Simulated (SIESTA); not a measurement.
Runs of SIESTA 5.4.2 on MnO. The structure is cubic, space group Fm-3m (No. 225). Conventional cell: a = 4.448 Å, b = 4.448 Å, c = 4.448 Å, α = 90.00°, β = 90.00°, γ = 90.00°. Mn (site symmetry m-3m) has 6 O at 2.22 Å as nearest neighbours. O (site symmetry m-3m) is surrounded by 6 Mn at 2.22 Å. The cell is a database's computed one.

| task | level | potentials or basis | cell | k mesh | force tolerance | hamiltonian tolerance | density-matrix tolerance | gap on the mesh (eV) | pressure (GPa) | moment (μB) |
| --- | --- | --- | --- | --- | --- | --- | --- | --- | --- | --- |
| band structure | PBE | PseudoDojo 0.5 standard (PBE files), DZP (energy shift 0.003 Ry; two zetas on semicore shells) | as given | 10 × 10 × 10 | - | - | - | none | 1.5 | 4.83 |
| band structure | PBE | SPMS 1.0 (PBE files) or PseudoDojo by element, DZP (energy shift 0.003 Ry; two zetas on semicore shells) | as given | 10 × 10 × 10 | - | - | - | none | 1.3 | (a) |
| band structure | PBE | Ansatz (PBE files), DZP (energy shift 0.003 Ry; two zetas on semicore shells) | as given | 10 × 10 × 10 | - | - | - | none | 1.3 | 4.80 |
| band structure | PBE | PseudoDojo 0.4 standard (PBE files), DZP (energy shift 0.003 Ry; two zetas on semicore shells) | as given | 10 × 10 × 10 | - | - | - | none | 1.5 | 4.83 |

Alike in all rows: spin collinear, ferromagnetic start; smearing fermi-dirac 0.05 eV; grid cutoff 800 Ry; energy shift 0.003 Ry.

Q: Estimate the missing entries.

A: (a) 4.82.

Caveats: short orbitals over semicore shells can move pressures by several GPa; the basis of atomic orbitals isn't converged, which shifts pressures, moduli and gaps; a cell with one magnetic atom can't hold antiferromagnetic order, which such compounds often take; semilocal functionals often make such compounds metallic where correlation or magnetic order opens a gap, which also shifts bond lengths; the valence orbitals were made in a potential fitted to the semicore shell under them, which widens gaps by tenths of an eV or more (some runs).

A gap of «none» marks a metal or a gap under the smearing width.
